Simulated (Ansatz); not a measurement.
Input of an Ansatz 0.2.0 run:

File input:

```
crystal:
  lattice:
    - [0.0, 2.694, 2.694]
    - [2.694, 0.0, 2.694]
    - [2.694, 2.694, 0.0]
  atoms:
    - { symbol: Cd, position: [0.0, 0.0, 0.0] }
    - { symbol: F, position: [0.75, 0.75, 0.75] }
    - { symbol: F, position: [0.25, 0.25, 0.25] }
hamiltonian:
  xc: r2scan50
  pseudopotentials: { kind: paw }
kpoints:
  mp_grid: { grid: [5, 5, 5] }
  band_path:
    path:
      - [[0.0, 0.0, 0.0], [0.5, 0.0, 0.5], [0.5, 0.25, 0.75], [0.375, 0.375, 0.75], [0.0, 0.0, 0.0], [0.5, 0.5, 0.5], [0.625, 0.25, 0.625], [0.5, 0.25, 0.75], [0.5, 0.5, 0.5], [0.375, 0.375, 0.75]]
      - [[0.625, 0.25, 0.625], [0.5, 0.0, 0.5]]
    npoints: 4
scf:
  occupations: { method: fermi_dirac, width: 0.05 }
  n_extra_bands: 7
output:
  forces: true
  stress: true
  eigenvalues: true
  fatbands: false
```

**Question.** Estimate the band gap along the path.

**Answer.** 9.17 eV, indirect (least direct gap 9.83 eV).

**Question.** Estimate the band gap on the k mesh.

**Answer.** 9.26 eV, indirect (least direct gap 9.83 eV).

Levels at the corners of the path, in eV from the valence-band top:
| point | band 15 | band 16 | band 17 | band 18 | band 19 | band 20 |
| --- | --- | --- | --- | --- | --- | --- |
| Γ | -0.66 | -0.66 | -0.66 | 9.17 | 19.15 | 19.15 |
| X | -0.58 | -0.10 | -0.10 | 14.88 | 16.06 | 17.44 |
| W | -1.68 | -0.68 | 0.00 | 14.98 | 17.17 | 18.30 |
| K | -1.04 | -0.38 | -0.24 | 14.82 | 16.94 | 17.25 |
| Γ | -0.66 | -0.66 | -0.66 | 9.17 | 19.15 | 19.15 |
| L | -2.03 | -0.51 | -0.51 | 13.84 | 15.02 | 21.51 |
| U | -1.04 | -0.38 | -0.24 | 14.82 | 16.94 | 17.25 |
| W | -1.68 | -0.68 | 0.00 | 14.98 | 17.17 | 18.30 |
| L | -2.03 | -0.51 | -0.51 | 13.84 | 15.02 | 21.51 |
| K | -1.04 | -0.38 | -0.24 | 14.82 | 16.94 | 17.25 |
| U | -1.04 | -0.38 | -0.24 | 14.82 | 16.94 | 17.25 |
| X | -0.58 | -0.10 | -0.10 | 14.88 | 16.06 | 17.44 |

Caveat: the k mesh misses the band edges, so the gap on the mesh is wider than the one along the path.
